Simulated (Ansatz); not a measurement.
**SiC (F-43m), rigid cleavage**

Computed with DFT PBE, scalar-relativistic, plane waves, PAW (Ansatz). The runs took a 420 eV cutoff, a Γ-centred 10×10×2 mesh and Gaussian smearing (0.05 eV). No spin polarisation. Energies are free energies at this smearing, counted from the undisturbed cell; pressure is positive in compression.

Reference structure (relaxed at this level):

```
Si C
1.0
     2.18986   -2.18986    0.00000
     2.18986    0.00000   -2.18986
     8.75946    8.75946    8.75946
Si C
6 6
Direct
  0.00000 0.00000 0.39580
  0.33333 0.33333 0.22913
  0.66667 0.66667 0.56247
  0.00000 0.00000 0.89580
  0.33333 0.33333 0.72913
  0.66667 0.66667 0.06247
  0.66667 0.66667 0.43747
  0.00000 0.00000 0.27080
  0.33333 0.33333 0.60413
  0.66667 0.66667 0.93747
  0.00000 0.00000 0.77080
  0.33333 0.33333 0.10413
```

The cut lies on the cell's a–b face, a (1 -1 1) plane (indices in the standard cell, whose axes needn't be the Cartesian ones shown) of area 8.31 Å², between layers 1.90 Å apart. Vector c is lengthened by d along the normal with the atoms' Cartesian places fixed: one unrelaxed cut a cell.

| d (Å) | energy (J/m²) | traction dE/dd (GPa) | gap on the mesh (eV) |
| --- | --- | --- | --- |
| -0.30 | 2.28 | -192.3 | 1.01 |
| -0.15 | 0.44 | -66.2 | 1.26 |
| 0.00 | 0.00 | 0.0 | 1.37 |
| 0.25 | 0.67 | 44.4 | 1.09 |
| 0.50 | 1.93 | 53.0 | 0.69 |
| 0.75 | 3.22 | 49.4 | 0.40 |
| 1.00 | 4.37 | 42.2 | 0.22 |
| 1.50 | 6.10 | 27.4 | 0.02 |
| 2.00 | 7.17 | 16.1 | 0.00 |
| 3.00 | 8.09 | 4.1 | 0.00 |
| 4.50 | 8.31 | 0.3 | 0.00 |
| 6.00 | 8.33 | 0.1 | 0.00 |

Where the gap reads zero the k-mesh, chosen for the insulator, is on the coarse side.

Cost: 12 runs of about 1.8 core-minutes in all, on Intel Xeon 6975P-C (Granite Rapids) (shared hosts).